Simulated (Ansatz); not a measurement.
MoS$_{2}$: an elastic constant from a strain scan

Level of theory: DFT PBEsol, scalar-relativistic, plane waves, PAW in Ansatz. The runs took a 420 eV cutoff, a Γ-centred 12×12×1 mesh and Gaussian smearing (0.05 eV). No spin polarisation. Energies are free energies at this smearing, counted from the undisturbed cell; pressure is positive in compression.

Zero of the scan (relaxed at this level; this form isn't the usual structure):

```
Mo S
1.0
     3.14073    0.00000    0.00000
    -1.57036    2.71995    0.00000
     0.00000    0.00000   28.01391
Mo S
3 6
Cartesian
  1.5704 0.9067 0.0000
  0.0000 1.8133 21.7257
  0.0000 1.8133 6.2882
  0.0000 1.8133 1.5593
  1.5704 0.9067 23.2851
  1.5704 0.9067 7.8463
  0.0000 1.8133 26.4546
  1.5704 0.9067 20.1677
  1.5704 0.9067 4.7288
```

The cell holds layers and no dispersion correction was added, so their binding is poorly described.

The cell is strained by ε times the Voigt pattern (0, 0, 0, 1, 0, 0) (xx, yy, zz, yz, xz, xy; engineering shear) with fractional coordinates fixed. The cell holds 9 atoms in V0 = 239.31 Å³. The stress column is τ = (1/V0) dE/dε, got from the stress tensor σ (compression positive) at each point as −det(1 + εP) σ : P(1 + εP)⁻¹, with P the pattern as a tensor.

| ε | ΔE (meV/atom) | τ (GPa) |
| --- | --- | --- |
| -0.0525 | 21.885 | -5.033 |
| -0.0450 | 16.071 | -4.309 |
| -0.0375 | 11.156 | -3.588 |
| -0.0300 | 7.137 | -2.869 |
| -0.0225 | 4.014 | -2.150 |
| -0.0150 | 1.784 | -1.433 |
| -0.0075 | 0.446 | -0.716 |
| 0.0000 | 0.000 | 0.000 |
| 0.0075 | 0.446 | 0.716 |
| 0.0150 | 1.784 | 1.433 |
| 0.0225 | 4.014 | 2.150 |
| 0.0300 | 7.137 | 2.869 |
| 0.0375 | 11.156 | 3.588 |
| 0.0450 | 16.071 | 4.309 |
| 0.0525 | 21.885 | 5.033 |
| 0.0600 | ? | ? |

Q: Which combination of elastic constants does this scan measure, and how large is it?

A: For small ε, τ = τ0 + Kε with K = pᵀCp, which for this pattern is C44 in the Cartesian frame shown. The parabola through τ at ε = -0.0075, 0 and 0.0075 has slope K = 96 GPa at zero. The energies per cell, E = NΔE, of the same two points give K = 2[E(ε₊)/ε₊ − E(ε₋)/ε₋]/[(ε₊ − ε₋)V0] = 96 GPa, in agreement. These are clamped-ion values.

Q: Predict the withheld row at ε = 0.0600 from the harmonic law, and compare.

A: ΔE = V0(τ0 ε + Kε²/2)/N = 28.534 meV/atom and τ = 5.73 GPa. The calculation gives 28.600 meV/atom and 5.76 GPa, a miss of 0.2 % of the harmonic energy, so the harmonic law still holds here.

Forces appear on the atoms along this scan, and letting them relax would lower the energy and soften the response.

Cost: 9 runs of about 12 core-minutes in all, on Intel Xeon Processor @ 2.50GHz (Skylake/Cascade Lake) (shared hosts).